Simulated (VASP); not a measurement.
# PtS2 (P-3m1) in VASP: further runs, part 3 of 4

VASP 6.6.1. The steps go on from the part before.

## (5) G0W0 quasiparticle levels, PBE

File POSCAR:

```
PtS2
1.0
    3.5432000000      0.0000000000      0.0000000000
   -1.7716000000      3.0685012107      0.0000000000
    0.0000000000      0.0000000000      5.0388000000
Pt S
1 2
Direct
    0.0000000000      0.0000000000      0.0000000000
    0.6666666667      0.3333333333      0.7730000000
    0.3333333333      0.6666666667      0.2270000000
```

File INCAR.step1:

```
SYSTEM = PtS2
ALGO     = Normal         ! electronic algorithm
EDIFF    = 1E-8           ! SCF threshold, eV
ENCUT    = 450            ! plane-wave cutoff, eV
GGA      = PE             ! functional
ISMEAR   = 0              ! smearing method
LASPH    = .TRUE.         ! aspherical terms in the spheres
LCHARG   = .FALSE.        ! write CHGCAR
LREAL    = .FALSE.        ! projectors in reciprocal space
LWAVE    = .TRUE.         ! write WAVECAR
NELM     = 100            ! most SCF steps
PREC     = Accurate       ! precision mode
SIGMA    = 0.01           ! smearing width, eV
```

File INCAR.step2:

```
SYSTEM = PtS2
ALGO     = Exact          ! electronic algorithm
EDIFF    = 1E-8           ! SCF threshold, eV
ENCUT    = 450            ! plane-wave cutoff, eV
GGA      = PE             ! functional
ISMEAR   = 0              ! smearing method
ISTART   = 1            
LASPH    = .TRUE.         ! aspherical terms in the spheres
LCHARG   = .FALSE.        ! write CHGCAR
LOPTICS  = .TRUE.         ! frequency-dependent dielectric function
LREAL    = .FALSE.        ! projectors in reciprocal space
LWAVE    = .TRUE.         ! write WAVECAR
NBANDS   = 27             ! bands
NELM     = 1              ! most SCF steps
PREC     = Accurate       ! precision mode
SIGMA    = 0.01           ! smearing width, eV
```

File INCAR.step3:

```
SYSTEM = PtS2
ALGO     = EVGW0          ! electronic algorithm
EDIFF    = 1E-8           ! SCF threshold, eV
ENCUT    = 450            ! plane-wave cutoff, eV
ENCUTGW  = 50             ! cutoff of the response function
GGA      = PE             ! functional
ISMEAR   = 0              ! smearing method
ISTART   = 1            
LASPH    = .TRUE.         ! aspherical terms in the spheres
LCHARG   = .FALSE.        ! write CHGCAR
LREAL    = .FALSE.        ! projectors in reciprocal space
LWAVE    = .FALSE.        ! write WAVECAR
NBANDS   = 27             ! bands
NBANDSGW = 19           
NELMGW   = 1            
NOMEGA   = 48             ! frequency points
PREC     = Accurate       ! precision mode
PRECFOCK = Fast         
SIGMA    = 0.01           ! smearing width, eV
```

File KPOINTS:

```
k-points
0
G
  3 3 2
  0 0 0
```

Potentials or basis: VASP PAW PBE potentials, release 64 (Pt_GW, S_GW).

Started as:

```console
cat potpaw_PBE.64/Pt_GW/POTCAR potpaw_PBE.64/S_GW/POTCAR > POTCAR
cp INCAR.step1 INCAR
mpirun -np 1 vasp_std > vasp.out
cp INCAR.step2 INCAR
mpirun -np 1 vasp_std > vasp.out
cp INCAR.step3 INCAR
mpirun -np 1 vasp_std > vasp.out
```

OUTCAR:

```text
SYSTEM = PtS2
   EDIFF = 1E-8
   ENCUT = 450
   ENCUTGW = 50
   GGA = PE
   ISMEAR = 0
   ISTART = 1
   LASPH = .TRUE.
   LREAL = .FALSE.
   NELMGW = 1
   PREC = Accurate
   PRECFOCK = Fast

 Found      6 irreducible k-points:

 Following reciprocal coordinates:
            Coordinates               Weight
  0.000000  0.000000  0.000000      1.000000
  0.333333 -0.000000  0.000000      6.000000
  0.333333  0.333333  0.000000      2.000000
  0.000000  0.000000  0.500000      1.000000
  0.333333 -0.000000  0.500000      6.000000
  0.333333  0.333333  0.500000      2.000000
   k-points           NKPTS =      6   k-points in BZ     NKDIM =     18   number of bands    NBANDS=     27
   number of dos      NEDOS =    301   number of ions     NIONS =      3
   total plane-waves  NPLWV =  28224
   dimension x,y,z NGX =    28 NGY =   28 NGZ =   36
   dimension x,y,z NGXF=    56 NGYF=   56 NGZF=   72
   ions per type =               1   2
   NGX,Y,Z   is equivalent  to a cutoff of  13.14, 13.14, 11.88 a.u.
   NGXF,Y,Z  is equivalent  to a cutoff of  26.28, 26.28, 23.76 a.u.
 SYSTEM =  PtS2
   PREC   = accura    normal or accurate (medium, high low for compatibility)
   ISTART =      1    job   : 0-new  1-cont  2-samecut
   ICHARG =      0    charge: 1-file 2-atom 10-const
   ISPIN  =      1    spin polarized calculation?
   LNONCOLLINEAR =      F non collinear calculations
   LSORBIT =      F    spin-orbit coupling
   LASPH  =      T    aspherical Exc in radial PAW
   ENCUT  =  450.0 eV  33.07 Ry    5.75 a.u.   6.13  6.13  8.72*2*pi/ulx,y,z
   NELM   =     60;   NELMIN=  2; NELMDL=  0     # of ELM steps
   EDIFF  = 0.1E-07   stopping-criterion for ELM
   LREAL  =      F    real-space projection
   EDIFFG = 0.1E-06   stopping-criterion for IOM
   NSW    =      0    number of steps for IOM
   IBRION =     -1    ionic relax: 0-MD 1-quasi-New 2-CG
   NFREE  =      0    steps in history (QN), initial steepest desc. (CG)
   ISIF   =      0    stress and relaxation
   ISYM   =      3    0-nonsym 1-usesym 2-fastsym
   POTIM  = 0.5000    time-step for ionic-motion
   TEBEG  =    0.0;   TEEND  =   0.0 temperature during run
   PSTRESS=    0.0 pullay stress
   NELECT =      22.0000    total number of electrons
   NUPDOWN=      -1.0000    fix difference up-down
   EMIN   =  10.00;   EMAX   =-10.00  energy-range for DOS
   EFERMI =   0.00;   METHOD = LEGACY
   ISMEAR =     0;   SIGMA  =   0.01  broadening in eV -4-tet -1-fermi 0-gaus
   EFERMI_NEDOS =   21; number of points for ismear=-14 and -15
   IALGO  =     38    algorithm
   IMIX   =      4    mixing-type and parameters
     AMIX     =   0.40;   BMIX     =  1.00
     AMIX_MAG =   1.60;   BMIX_MAG =  1.00
  volume/ion in A,a.u.               =      18.26       123.23
  Fermi-wavevector in a.u.,A,eV,Ry     =   1.207812  2.282434 19.848315  1.458810
  Thomas-Fermi vector in A             =   2.343439
   LORBIT       =      0    0 simple, 1 ext, 2 COOP (PROOUT), +10 PAW based schemes
   GGA     = PE    functional components
   LHFCALC =     T    Hartree Fock is set to
   PRECFOCK=fast      Normal, Fast or Accurate (Low or Medium for compatibility)
   ENCUT4O =  -1.0   cutoff for four orbital integrals eV
   NKREDX  =     1    reduce k-point grid by
   NKREDY  =     1    reduce k-point grid by
   NKREDZ  =     1    reduce k-point grid by
   AEXX    =    1.0000 exact exchange contribution
   HFSCREEN=    0.0000 screening length (either q_TF or 0.3 A-1)
   HFSCREENC=   0.0000 screening length for correlation (either q_TF or 0.3 A-1)
   ENCUTFOCK=  -1.0 apply spherical cutoff to Coloumb kernel
   IVDW    =     0    specifies the selected vdW correction
   LEPSILON=     F    determine dielectric tensor
   LRPA    =     F    only Hartree local field effects (RPA)
   LRPAFORCE           =     F    calculate RPA forces
   ENCUTGW             =  50.0    cutoff for response function in eV
   ENCUTGWSOFT         =  40.0    soft cutoff for Coulomb kernel in GW response function in eV
   ENCUTLF             =  -1.0    cutoff for local field effects
   NELMGW              =     1    number of iterations in solving QP/BSE equation
   NELMHF              =     1    number of iterations in the inner HF iteration
   NKREDLFX            =     1    NKREDLFY  =   1   NKREDLFZ  =   1
 non-spin polarized calculation
 Gauss-broadening in eV      SIGMA  =   0.01
  energy-cutoff  :      450.00
  volume of cell :       54.78
 maximum number of plane-waves:      1206
 NGX is ok and might be reduce to    28
  NGX = 14; NGY = 14; NGZ = 20
   NGX = 13   NGY = 13   NGZ = 17
 maximum number of plane-waves:        48
 NGX is ok and might be reduce to    10

 QP shifts <psi_nk| G(iteration)W_0 |psi_nk>: iteration 1
 for sc-GW calculations column KS-energies equals QP-energies in previous step
 and V_xc(KS)=  KS-energies - (<T + V_ion + V_H > + <T+V_H+V_ion>^1  + <V_x>^1)

 k-point   1 :       0.0000    0.0000    0.0000
  band No.  KS-energies  QP-energies   sigma(KS)   V_xc(KS)     V^pw_x(r,r')   Z            occupation Imag(sigma)

      1      -8.8583      -8.4662     -12.5593     -13.1655     -21.5013       0.6469       2.0000       1.7143
      2      -5.6146      -5.4346     -13.7533     -14.0187     -21.2108       0.6781       2.0000       1.0740
      3      -0.3200      -0.0043     -12.7035     -13.1494     -18.0534       0.7080       2.0000       0.4831
      4      -0.3200      -0.0043     -12.7035     -13.1494     -18.0534       0.7080       2.0000       0.4831
      5      -0.2003      -0.1135     -11.8685     -11.9905     -17.6611       0.7121       2.0000       0.7681
      6       2.7428       2.9974     -12.5701     -12.9259     -18.0349       0.7155       2.0000       0.2705
[... 11 lines left out ...]
     18      18.6470      20.5151      -9.3343     -11.6953      -5.1189       0.7912       0.0000      -0.5137
     19      19.2651      21.1257      -9.9568     -12.3676      -5.7558       0.7718       0.0000      -0.5182

 k-point   2 :       0.3333   -0.0000    0.0000
  band No.  KS-energies  QP-energies   sigma(KS)   V_xc(KS)     V^pw_x(r,r')   Z            occupation Imag(sigma)

      1      -7.5812      -7.3358     -13.0742     -13.4560     -21.3453       0.6429       2.0000       1.3555
      2      -6.2610      -6.0150     -13.6081     -13.9836     -21.4274       0.6553       2.0000       1.0903
      3      -0.0553       0.1148     -12.2920     -12.5255     -17.7631       0.7282       2.0000       0.5978
      4       0.3857       0.7269     -12.7699     -13.2407     -17.8005       0.7249       2.0000       0.4321
      5       1.1780       1.4227     -12.4898     -12.8228     -17.2469       0.7349       2.0000       0.4415
      6       1.2905       1.4077     -12.1552     -12.3145     -17.2889       0.7357       2.0000       0.5035
[... 11 lines left out ...]
     18      16.1436      17.7912      -9.5118     -11.6411      -5.5200       0.7738       0.0000      -0.3518
     19      17.8730      19.5635      -9.1856     -11.3349      -5.0558       0.7865       0.0000      -0.4476

 k-point   3 :       0.3333    0.3333    0.0000
  band No.  KS-energies  QP-energies   sigma(KS)   V_xc(KS)     V^pw_x(r,r')   Z            occupation Imag(sigma)

      1      -6.5819      -6.3508     -13.5311     -13.8876     -21.4458       0.6482       2.0000       1.1235
      2      -6.5819      -6.3508     -13.5311     -13.8876     -21.4458       0.6482       2.0000       1.1235
      3      -0.1189       0.0861     -12.2130     -12.4914     -17.1599       0.7368       2.0000       0.5937
      4       0.3775       0.5289     -12.2979     -12.5052     -17.4308       0.7310       2.0000       0.4772
      5       0.3775       0.5289     -12.2979     -12.5052     -17.4308       0.7310       2.0000       0.4772
      6       2.1370       2.4314     -12.5817     -12.9846     -17.6023       0.7308       2.0000       0.4147
[... 11 lines left out ...]
     18      17.3449      19.3194      -9.2647     -11.7195      -5.0797       0.8043       0.0000      -0.5434
     19      17.7943      19.6933      -9.6614     -12.0568      -5.3302       0.7927       0.0000      -0.5677

 k-point   4 :       0.0000    0.0000    0.5000
  band No.  KS-energies  QP-energies   sigma(KS)   V_xc(KS)     V^pw_x(r,r')   Z            occupation Imag(sigma)

      1      -8.5791      -8.2032     -12.7464     -13.3381     -21.5096       0.6353       2.0000       1.5481
      2      -6.3063      -6.1748     -13.2468     -13.4435     -21.0323       0.6681       2.0000       1.3017
      3      -0.2998       0.0199     -12.7076     -13.1581     -18.0522       0.7098       2.0000       0.4826
      4      -0.2998       0.0199     -12.7076     -13.1581     -18.0522       0.7098       2.0000       0.4826
      5       1.0734       1.2915     -12.5372     -12.8393     -18.3097       0.7221       2.0000       0.5321
      6       2.7200       2.9710     -12.5514     -12.9030     -18.0279       0.7138       2.0000       0.2731
[... 11 lines left out ...]
     18      16.2883      17.3286      -7.8961      -9.2162      -3.9896       0.7881       0.0000      -0.2719
     19      17.8446      19.3381      -9.1066     -11.0409      -5.1094       0.7721       0.0000      -0.3629

 k-point   5 :       0.3333   -0.0000    0.5000
  band No.  KS-energies  QP-energies   sigma(KS)   V_xc(KS)     V^pw_x(r,r')   Z            occupation Imag(sigma)

      1      -7.3619      -7.1093     -13.2291     -13.6215     -21.3837       0.6438       2.0000       1.2545
      2      -6.5042      -6.2762     -13.4326     -13.7809     -21.3647       0.6545       2.0000       1.1808
      3      -0.3931      -0.2841     -12.1114     -12.2618     -17.6138       0.7249       2.0000       0.6609
      4       0.3379       0.6713     -12.7436     -13.2054     -17.8062       0.7221       2.0000       0.4421
      5       0.6665       0.8639     -12.3869     -12.6546     -17.2438       0.7376       2.0000       0.5275
      6       2.1208       2.3227     -12.4526     -12.7321     -17.8248       0.7225       2.0000       0.3760
[... 11 lines left out ...]
     18      17.0657      19.0533      -9.8048     -12.3498      -5.8193       0.7810       0.0000      -0.4604
     19      18.1413      19.8527      -9.3675     -11.5430      -5.2774       0.7867       0.0000      -0.4591

 k-point   6 :       0.3333    0.3333    0.5000
  band No.  KS-energies  QP-energies   sigma(KS)   V_xc(KS)     V^pw_x(r,r')   Z            occupation Imag(sigma)

      1      -6.5646      -6.3266     -13.5446     -13.9108     -21.4620       0.6500       2.0000       1.1228
      2      -6.5646      -6.3266     -13.5446     -13.9108     -21.4620       0.6500       2.0000       1.1228
      3       0.1604       0.2450     -12.1384     -12.2549     -17.2951       0.7268       2.0000       0.5145
      4       0.1604       0.2450     -12.1384     -12.2549     -17.2951       0.7268       2.0000       0.5145
      5       0.2052       0.4737     -12.4236     -12.7892     -17.2706       0.7346       2.0000       0.5375
      6       2.3307       2.7026     -12.7586     -13.2671     -17.4454       0.7314       2.0000       0.3577
[... 11 lines left out ...]
     18      17.2992      18.9023      -9.0879     -11.1543      -5.1629       0.7758       0.0000      -0.3376
     19      17.2992      18.9023      -9.0879     -11.1543      -5.1629       0.7758       0.0000      -0.3376
```

Run time: 27 s. Hardware: 1 thread of Intel Xeon 6975P-C (Granite Rapids), shared host; peak memory 0.36 GiB.

The run converged, but some of its settings lie outside the range that counts as converged, so its numbers aren't taken as properties of the crystal.

What came out:

```
Band gap on the k mesh, mean-field level : 1.18 eV, indirect (least direct gap 2.40 eV)
Quasiparticle gap                        : 1.71 eV
Least direct quasiparticle gap           : 3.11 eV
```

Caveat: the k mesh is coarse (spacing up to 0.68 Å⁻¹), so the values aren't converged; bands, screening cutoff and mesh are small and nothing is extrapolated, so the quasiparticle values aren't converged; spin-orbit coupling is left out, which moves the levels of the heavy elements; an odd mesh through Γ misses points on the zone boundary, where band edges often lie.

[end of part 3 of 4]
